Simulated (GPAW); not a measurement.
## Ag: band structure with r2SCAN

Ag:

```
Ag
1.0
     0.00000    2.04275    2.04275
     2.04275    0.00000    2.04275
     2.04275    2.04275    0.00000
Ag
1
Direct
  0.00000 0.00000 0.00000
```

```yaml
Program: GPAW 26.7.0
Task: band structure
Functional: r2SCAN
Potentials_or_basis: GPAW PAW data sets (gpaw-data 1.2.1)
Cutoff: 600 eV
Basis: pw
k_mesh: 11 × 11 × 11
Occupations: fermi-dirac, width 0.05 eV
Spin: spin-orbit coupling, no magnetisation
Maxiter: 150
Band_path: GXWKGLUWLK,UX
Band_points: 60
spin_axis_theta_degrees: 90
spin_axis_phi_degrees: 45
Soc_after_scf: second variation without the xc potential
```

```yaml
Pressure: 1.7 GPa
Band_gap_along_the_path: none (metal or under the smearing width)
```

Levels at the corners of the path, in eV from the Fermi level:
| point | band 14 | band 15 | band 16 | band 17 | band 18 | band 19 |
| --- | --- | --- | --- | --- | --- | --- |
| Γ | -5.22 | -4.33 | -4.33 | -4.33 | -4.33 | 16.52 |
| X | -3.47 | -3.14 | -3.14 | 1.42 | 1.42 | 6.71 |
| W | -4.33 | -3.32 | -3.32 | 5.75 | 5.75 | 6.08 |
| K | -4.16 | -3.58 | -3.58 | 4.17 | 4.17 | 5.21 |
| Γ | -5.22 | -4.33 | -4.33 | -4.33 | -4.33 | 16.52 |
| L | -3.66 | -3.44 | -3.44 | -0.63 | -0.63 | 3.45 |
| U | -4.16 | -3.58 | -3.58 | 4.17 | 4.17 | 5.21 |
| W | -4.33 | -3.32 | -3.32 | 5.75 | 5.75 | 6.08 |
| L | -3.66 | -3.44 | -3.44 | -0.63 | -0.63 | 3.45 |
| K | -4.16 | -3.58 | -3.58 | 4.17 | 4.17 | 5.21 |
| U | -4.16 | -3.58 | -3.58 | 4.17 | 4.17 | 5.21 |
| X | -3.47 | -3.14 | -3.14 | 1.42 | 1.42 | 6.71 |

Run time: 89 s on 1 thread of Arm Neoverse V1, with other jobs on the host, peak memory 0.32 GiB.

Caveat: spin-orbit coupling was added after a scalar SCF, so levels and gaps hold it while energy, forces, pressure and moments don't; this program's spin-orbit splittings come out too wide for heavy elements; the PAW data sets were made with another functional, which shifts forces and pressure a little.
